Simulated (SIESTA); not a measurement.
The system is InSe.

```
In Se
1.0
     5.82639   -2.05465    0.00000
     5.82639    2.05465    0.00000
    -1.72323    0.00000    4.77135
In Se
2 2
Direct
  0.88820 0.88820 0.04684
  0.11180 0.11180 0.95316
  0.66093 0.66093 0.66896
  0.33907 0.33907 0.33104
```

The cell comes from a database or a generator and needn't be the stable form of this composition.

| Quantity | Value |
| --- | --- |
| Program | SIESTA 5.4.2 |
| Task | single point |
| Functional | PBE |
| Potentials or basis | PseudoDojo 0.4 standard (PBE files) |
| Basis | DZP (energy shift 0.003 Ry; two zetas on semicore shells) |
| Grid cutoff | 500 Ry |
| Energy shift | 0.003 Ry |
| k mesh | 7 × 7 × 6 |
| Occupations | fermi-dirac, width 0.05 eV |
| Spin | no spin polarisation |

On this cell: pressure 2.3 GPa; largest force 0.507 eV/Å; band gap on the k mesh 1.21 eV, indirect (least direct gap 1.24 eV).

The same run follows on a disturbed copy (atoms moved at random, drawn with an rms of 0.05 Å):

```
In Se
1.0
     5.82639   -2.05465    0.00000
     5.82639    2.05465    0.00000
    -1.72323    0.00000    4.77135
In Se
2 2
Direct
  0.88724 0.89220 0.04834
  0.11415 0.11690 0.94926
  0.65427 0.66400 0.67205
  0.34810 0.33740 0.33682
```

Question: What changes?

Answer: The energy moves by +9.4 meV/atom; pressure 2.5 GPa; largest force 0.900 eV/Å; band gap on the k mesh 1.09 eV, indirect (least direct gap 1.16 eV).

Forces on the atoms (eV/Å):
```
In   0.543 -0.144 -0.161
In  -0.759  0.081  0.478
Se   0.403 -0.135 -0.702
Se  -0.191  0.198  0.384
```

Stress tensor (GPa, compression positive):
```
 2.11 -0.30 -0.37
-0.30  3.44  0.60
-0.37  0.60  2.07
```

Caveats: spin-orbit coupling is left out, which moves the levels of the heavy elements; an odd mesh through Γ misses points on the zone boundary, where band edges often lie; the basis of atomic orbitals isn't converged, which shifts pressures, moduli and gaps.
